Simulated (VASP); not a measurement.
Runs of VASP 6.6.1 on GaAs. It takes space group F-43m (No. 216, cubic). Conventional cell: a = 5.658 Å, b = 5.658 Å, c = 5.658 Å, α = 90.00°, β = 90.00°, γ = 90.00°. Ga (site symmetry -43m) is surrounded by 4 As at 2.45 Å. As (site symmetry -43m) has 4 Ga at 2.45 Å as nearest neighbours. 

```csv
task,cell,k mesh,cutoff (eV),smearing,gap on the mesh (eV),pressure (GPa),relaxed volume (Å³/atom)
single point,"F-43m, 22.64 Å³/atom",12 × 12 × 12,520,gaussian 0.02 eV,0.44,0.2,-
single point,"F-43m, 22.59 Å³/atom",6 × 6 × 6,520,gaussian 0.1 eV,(a),0.3,-
relaxation of cell and atoms,relaxed,12 × 12 × 12,600,gaussian 0.02 eV,0.42,0.0,22.70
relaxation of cell and atoms,relaxed from: cell and atoms relaxed tightly for response,12 × 12 × 12,600,gaussian 0.01 eV,0.42,0.0,22.71
single point,cell and atoms relaxed tightly for response,12 × 12 × 12,520,gaussian 0.01 eV,(b),0.2,-
```

Alike in all rows: level PBEsol; potentials or basis VASP PAW PBE potentials, release 64 (Ga_d, As); no spin polarisation.

Task: Estimate the missing entries.

Result: (a) 0.45; (b) 0.43.

Caveats: the PAW data sets were made with another functional, which shifts forces and pressure a little.

A k mesh can miss the band edges, and the runs leave out spin-orbit coupling on As, Ga.
